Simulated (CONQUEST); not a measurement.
The system is SnO.

```xyz
4
Lattice="3.8137 0.0000 0.0000 0.0000 3.8137 0.0000 0.0000 0.0000 4.8869" Properties=species:S:1:pos:R:3 pbc="T T T"
Sn    0.0000    1.9068    1.1503
Sn    1.9068    0.0000    3.7367
O     0.0000    0.0000    0.0000
O     1.9068    1.9068    0.0000
```

The cell is a database's computed one.

* Program: CONQUEST 1.3
* Task: single point
* Functional: PBE
* Potentials or basis: PseudoDojo NC PBE, DZP, grid cutoff 150 Ha
* k mesh: 7 × 7 × 6
* Occupations: fermi-dirac, width 0.05 eV
* Spin: no spin polarisation

On this cell: pressure 6.6 GPa; largest force 0.801 eV/Å; band gap on the k mesh 0.38 eV, indirect (least direct gap 1.99 eV).

The same run follows on a disturbed copy (atoms moved at random, drawn with an rms of 0.05 Å):

```
CELL_PARAMETERS angstrom
3.81370 0.00000 0.00000
0.00000 3.81370 0.00000
0.00000 0.00000 4.88691
ATOMIC_POSITIONS crystal
Sn 0.99567 0.50918 0.23023
Sn 0.50075 0.00319 0.77510
O 0.00345 0.00685 0.00191
O 0.49563 0.49356 0.00161
```

Q: What does the disturbed cell give?

A: The energy moves by +25.7 meV/atom; pressure 9.4 GPa; largest force 1.665 eV/Å; band gap on the k mesh 0.62 eV, indirect (least direct gap 1.88 eV).

Forces in eV/Å, atoms in the order of the input:
```
Sn   0.046 -0.116  1.563
Sn   0.022 -0.152 -1.658
O   -0.158 -0.104  0.021
O    0.093  0.385  0.060
```

Stress tensor (GPa, compression positive):
```
 9.65 -0.14 -0.05
-0.14  9.92  0.22
-0.05  0.22  8.57
```

Caveats: spin-orbit coupling is left out, which moves the levels of the heavy elements; an odd mesh through Γ misses points on the zone boundary, where band edges often lie; the basis of atomic orbitals isn't converged, which shifts pressures, moduli and gaps.
